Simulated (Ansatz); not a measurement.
# SrO: band gap under strain

How does strain move the band edges of rocksalt SrO, and do the functionals agree on it? States: +2.0 % biaxial strain in x and y, free along z; +3.0 % biaxial strain in x and y, free along z; +4.0 % biaxial strain in x and y, free along z.

The runs shown are made with Ansatz 0.2.0. PAW datasets, plane waves. (Simulation; spin polarisation is off.)

### Step 1. Starting point

The unstrained cell was relaxed with r2SCAN; in each strained cell the atoms were relaxed again with r2SCAN. Names of k-points are those of the unstrained zone, where strain can split equivalent points. First state: +2.0 % biaxial strain in x and y, free along z.

The symmetry is I4/mmm (No. 139, tetragonal); conventional cell a = 3.721 Å, c = 5.108 Å, 17.69 Å³ an atom. Sr has 6 O at 2.55–2.63 Å; O has 6 Sr at 2.55–2.63 Å.

As a file:

```
Sr O
1.0
     0.00000    2.63149    2.55409
     2.63149    0.00000    2.55409
     2.63149    2.63149    0.00000
Sr O
1 1
Direct
  0.00000 0.00000 0.00000
  0.50000 0.50000 0.50000
```

From earlier runs on the unstrained cell: PBE 3.32 eV, r2SCAN 3.80 eV, HSE06 4.79 eV, r2SCAN+SOC 3.78 eV; a = 5.160 Å.

### Step 2. +2.0 % biaxial strain in x and y, free along z: PBE

input.yaml reads:

```yaml
crystal:
  lattice:
    - [0.0, 2.6314901724, 2.5540934026]
    - [2.6314901724, 0.0, 2.5540934026]
    - [2.6314901724, 2.6314901724, 0.0]
  atoms:
    - { symbol: Sr, position: [0.0, 0.0, 0.0] }
    - { symbol: O, position: [0.5, 0.5, 0.5] }
kpoints:
  mp_grid: { grid: [8, 8, 8] }
  band_path:
    path:
      - [0.0, 0.0, 0.0]
      - [0.5, 0.0, 0.5]
      - [0.625, 0.25, 0.625]
      - [0.375, 0.375, 0.75]
      - [0.5, 0.5, 0.5]
      - [0.5, 0.25, 0.75]
      - [0.5, 0.5, 0.0]
    npoints: 1
hamiltonian:
  xc: pbe
scf:
  occupations: { method: fermi_dirac, width: 0.02 }
  n_extra_bands: 4
output:
  forces: true
  stress: true
  eigenvalues: true
```

Launch:

```
> ansatz run input.yaml --threads 2 --pin off --max-ram 20275MiB --backend cpu --events-out ev --progress --plain --runs-dir out
```

After this run come: +2.0 % biaxial strain in x and y, free along z: r2SCAN; +2.0 % biaxial strain in x and y, free along z: HSE06; +2.0 % biaxial strain in x and y, free along z: r2SCAN+SOC; +2.0 % biaxial strain in x and y, free along z: r2SCAN; +3.0 % biaxial strain in x and y, free along z: PBE; +3.0 % biaxial strain in x and y, free along z: r2SCAN; +3.0 % biaxial strain in x and y, free along z: HSE06; +3.0 % biaxial strain in x and y, free along z: r2SCAN+SOC; +3.0 % biaxial strain in x and y, free along z: r2SCAN; +4.0 % biaxial strain in x and y, free along z: PBE; +4.0 % biaxial strain in x and y, free along z: r2SCAN; +4.0 % biaxial strain in x and y, free along z: HSE06; +4.0 % biaxial strain in x and y, free along z: r2SCAN+SOC; +4.0 % biaxial strain in x and y, free along z: r2SCAN.

Before running it: what results should come out?

As calculated:

Least gap in eV (negative: overlap), with the change from the unstrained cell in brackets:

| state | volume change (%) | PBE | r2SCAN | HSE06 |
| --- | --- | --- | --- | --- |
| +2.0 % biaxial strain in x and y, free along z | +3.0 | 3.19 (-0.13) | 3.67 (-0.13) | 4.67 (-0.12) |
| +3.0 % biaxial strain in x and y, free along z | +4.5 | 3.13 (-0.19) | 3.60 (-0.20) | 4.61 (-0.18) |
| +4.0 % biaxial strain in x and y, free along z | +6.1 | 3.08 (-0.24) | 3.55 (-0.25) | 4.56 (-0.23) |

In words: With HSE06, of the states in the table +4.0 % biaxial strain in x and y, free along z shifts the gap most, by -0.236 eV. PBE and HSE06 differ by 1.48 eV on the unstrained gap, and by at most 0.00 eV on its change: PBE follows the response to strain far better than the gap itself.
